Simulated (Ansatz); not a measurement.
Wanted: the native input for an Ansatz 0.2.0 run.

```
Task                : single point
Functional          : LDA
Potentials or basis : Ansatz PAW earlier set
Cutoff              : 520 eV (not typed: the program's choice for these potentials)
k mesh              : 11 × 11 × 11
Occupations         : gaussian, width 0.1 eV
Spin                : no spin polarisation
```

Crystal: Ta.

```
Ta
1.0
    -1.67301    1.67301    1.67301
     1.67301   -1.67301    1.67301
     1.67301    1.67301   -1.67301
Ta
1
Direct
  0.00000 0.00000 0.00000
```

The cell isn't the ideal one: volume scaled by 1.04.

These files were run (other wordings do the same):

input.yaml

```yaml
crystal:
  lattice:
    - [-1.67300986, 1.67300986, 1.67300986]
    - [1.67300986, -1.67300986, 1.67300986]
    - [1.67300986, 1.67300986, -1.67300986]
  atoms:
    - { symbol: Ta, position: [0.0, 0.0, 0.0] }
hamiltonian:
  xc: lda
  pseudopotentials: { kind: paw, source: ansatz }
kpoints:
  mp_grid: { grid: [11, 11, 11] }
scf:
  occupations: { method: gaussian, width: 0.1 }
output:
  forces: true
  stress: true
  eigenvalues: true
```

Potentials or basis: Ansatz PAW earlier set.

Launch:

```console
$ ansatz run input.yaml --threads 2 --pin off --max-ram 5120MiB --backend cpu --events-out ev --progress --plain --runs-dir out
```

Results of the run:

The pressure is -16.1 GPa and the band gap on the k mesh is none (metal or under the smearing width).

Caveat: the PAW data sets come from PBE, with cores solved anew for the run's functional, which leaves a small shift of forces and pressure.

Run time: 0.76 s on 2 threads of Arm Neoverse V2, with other jobs on the host, peak memory 0.27 GiB.
